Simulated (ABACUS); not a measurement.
Crystal: GaSb.

```
Sb Ga
1.0
     0.00000    3.05900    3.05900
     3.05900    0.00000    3.05900
     3.05900    3.05900    0.00000
Sb Ga
1 1
Direct
  0.75000 0.75000 0.75000
  0.00000 0.00000 0.00000
```

Base run:

| Property | Result |
| --- | --- |
| Program | ABACUS 3.10.1 |
| Functional | HLE16 |
| Potentials or basis | Ansatz NC PBE |
| Cutoff | 1102 eV |
| Density cutoff | 4408 eV |
| Basis | plane waves |
| k mesh | 6 × 6 × 6 |
| Occupations | fermi-dirac, width 0.05 eV |
| Spin | no spin polarisation |

Its results: band gap on the k mesh 0.40 eV, direct; pressure -4.4 GPa.

**Question.** The run is repeated on the same cell with these changes: functional from HLE16 to BP86; potentials or basis from Ansatz NC PBE to PseudoDojo NC SR 0.5 PBE stringent; cutoff from 1102 eV to 1551 eV; density cutoff from 4408 eV to 6204 eV; valence electrons from 28 to 44. What comes out?

**Answer.** Band gap on the k mesh none (metal or under the smearing width); pressure 2.7 GPa.

Caveats: the potentials were made for another functional, which shifts forces and pressure; the potentials were made for a functional far from this one (some runs); spin-orbit coupling is left out, which moves the levels of the heavy elements (some runs); this crystal is a semiconductor, whose small gap the functional closes, so the metal is an error of the method (some runs).

